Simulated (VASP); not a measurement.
Here is a VASP 6.6.1 calculation.

Contents of INCAR:

```
PREC     = Accurate       # precision mode
ENCUT    = 300            # plane-wave cutoff, eV
EDIFF    = 1E-7           # SCF threshold, eV
ISMEAR   = 0              # smearing method
SIGMA    = 0.03           # smearing width, eV
LREAL    = False          # projectors in reciprocal space
LASPH    = True           # aspherical terms in the spheres
NELM     = 80             # most SCF steps
ALGO     = Fast           # electronic algorithm
ISIF     = 2              # what is computed and relaxed
LWAVE    = False          # write WAVECAR
LCHARG   = False          # write CHGCAR
GGA      = PE             # functional
IBRION   = 2              # ionic algorithm
NSW      = 40             # ionic steps
EDIFFG   = -0.01          # ionic threshold
```

The input KPOINTS:

```
Automatic mesh
0
Gamma
  4 4 4
```

File POSCAR:

```
NaCl                                    
1.0
    0.0000000000      2.8380375592      2.8380375592
    2.8380375592      0.0000000000      2.8380375592
    2.8380375592      2.8380375592      0.0000000000
  Na              Cl            
     1     1
Direct
     0.0000000000000000    0.0000000000000000    0.0000000000000000
     0.5000000000000000    0.5000000000000000    0.5000000000000000
```

Potentials or basis: VASP PAW PBE potentials, release 64 (Na, Cl).

The run is started by

```console
$ cat potpaw_PBE.64/Na/POTCAR potpaw_PBE.64/Cl/POTCAR > POTCAR
$ mpirun -np 1 vasp_std > vasp.out
```

Q: Predict the band gap on the k mesh.

A: 5.02 eV, direct.

Final structure:
```
Na Cl
1.0
     0.00000    2.83804    2.83804
     2.83804    0.00000    2.83804
     2.83804    2.83804    0.00000
Na Cl
1 1
Direct
  0.00000 0.00000 0.00000
  0.50000 0.50000 0.50000
```

Caveat: the k mesh is coarse (spacing up to 0.48 Å⁻¹), so the values aren't converged; the relaxation stopped at its first step, so nothing moved.
